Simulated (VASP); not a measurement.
A VASP 6.6.1 single-point calculation on C

INCAR

```
ISMEAR = 0
LREAL = .FALSE.
NSW = 0
SIGMA = 0.01
LCHARG = .FALSE.
PREC = Accurate
NELM = 120
METAGGA = R2SCAN
ENCUT = 520
EDIFF = 1E-7
LWAVE = .FALSE.
ISIF = 2
LASPH = .TRUE.
ALGO = Normal
NBANDS = 11
IBRION = -1
```

KPOINTS

```
KPOINTS created by Atomic Simulation Environment
0
Gamma
3 3 3
0 0 0
```

POSCAR

```
C
 1.0000000000000000
     0.0000000000000000    1.7267204183000000    1.7920512418000001
     1.7267204183000000    0.0000000000000000    1.7920512418000001
     1.7267204183000000    1.7267204183000000    0.0000000000000000
 C
   2
Cartesian
  0.0000000000000000  0.0000000000000000  0.0000000000000000
  0.8633602091499999  0.8633602091499999  0.8960256208999998
```

The recommended PBE PAW datasets give the neutral cell 8 valence electrons.

Command

```
mpirun -np 1 vasp_std
```

Problem. Predict the outcome of this run.

Solution. It converged. Results: gap between bands v and c on the k mesh 3.93 eV; least direct gap on the k mesh 5.61 eV; pressure 34.5 GPa. Band v is the last that the valence electrons fill when counted band by band, and c is the next.

OSZICAR

```
N       E                     dE             d eps       ncg     rms          rms(c)
DAV:   1    -0.133759673322E+01   -0.13376E+01   -0.50182E+03   132   0.741E+02
DAV:   2    -0.209994641577E+02   -0.19662E+02   -0.19270E+02   175   0.136E+02
DAV:   3    -0.213636147628E+02   -0.36415E+00   -0.36364E+00   156   0.139E+01
DAV:   4    -0.213640564413E+02   -0.44168E-03   -0.44167E-03   144   0.630E-01
DAV:   5    -0.213640569149E+02   -0.47362E-06   -0.47364E-06   161   0.192E-02    0.579E+00
DAV:   6    -0.190604152939E+02    0.23036E+01   -0.31452E-01   140   0.408E+00    0.431E+00
DAV:   7    -0.189256036530E+02    0.13481E+00   -0.30746E-01   135   0.408E+00    0.903E-01
DAV:   8    -0.189269939497E+02   -0.13903E-02   -0.46971E-03   144   0.577E-01    0.463E-01
DAV:   9    -0.189274056274E+02   -0.41168E-03   -0.16916E-04   132   0.146E-01    0.122E-02
DAV:  10    -0.189274055763E+02    0.51032E-07   -0.30644E-06   159   0.141E-02    0.861E-03
DAV:  11    -0.189274057144E+02   -0.13808E-06   -0.74391E-07   138   0.779E-03    0.667E-04
DAV:  12    -0.189274056762E+02    0.38247E-07   -0.84168E-09    66   0.753E-04
   1 F= -.18927406E+02 E0= -.18927406E+02  d E =-.125057-137
```

These settings aren't sound, so the numbers aren't properties of the crystal.

On sound settings r²SCAN gives a gap of 3.97 eV on its mesh and a pressure of 28.4 GPa for the intended cell.
